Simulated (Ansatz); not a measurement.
MgTe:

```xyz
2
Lattice="0.0000 3.2320 3.2320 3.2320 0.0000 3.2320 3.2320 3.2320 0.0000" Properties=species:S:1:pos:R:3 pbc="T T T"
Te    1.6160    1.6160    1.6160
Mg    0.0000    0.0000    0.0000
```

The cell comes from a database or a generator and needn't be the stable form of this composition.

* Program: Ansatz 0.2.0
* Task: relaxation of cell and atoms
* Functional: HF
* Potentials or basis: Ansatz PAW
* Cutoff: 420 eV (not typed: the program's choice for these potentials)
* k mesh: 4 × 4 × 4
* Occupations: fermi-dirac, width 0.05 eV
* Spin: no spin polarisation

At the start: volume 33.76 Å³/atom.

Question: How do energy, volume and symmetry change on relaxing?

Answer: It ends after 5 steps and the volume is 35.63 Å³/atom (+5.5 %); space group F-43m (No. 216, to 0.05 Å).

Step by step:
| step | energy change (eV) | largest force (eV/Å) | volume (Å³) |
| --- | --- | --- | --- |
| 1 | 0.0000 | 0.0000 | 67.52 |
| 2 | -0.0188 | 0.0000 | 72.93 |
| 3 | -0.0234 | 0.0000 | 71.40 |
| 4 | -0.0235 | 0.0000 | 71.27 |
| 5 | -0.0247 | 0.0000 | 71.27 |

Final structure:
```
CELL_PARAMETERS angstrom
0.00000 3.29069 3.29069
3.29069 0.00000 3.29069
3.29069 3.29069 0.00000
ATOMIC_POSITIONS crystal
Te 0.25000 0.25000 0.25000
Mg 0.00000 0.00000 0.00000
```

Caveat: the k mesh is coarse (spacing up to 0.42 Å⁻¹), so the values aren't converged, least of all with exact exchange; the plane-wave basis is chosen anew once the cell has moved, so the energies of steps on either side of that aren't comparable; the PAW data sets come from PBE, with cores solved anew for the run's functional, which leaves a small shift of forces and pressure.
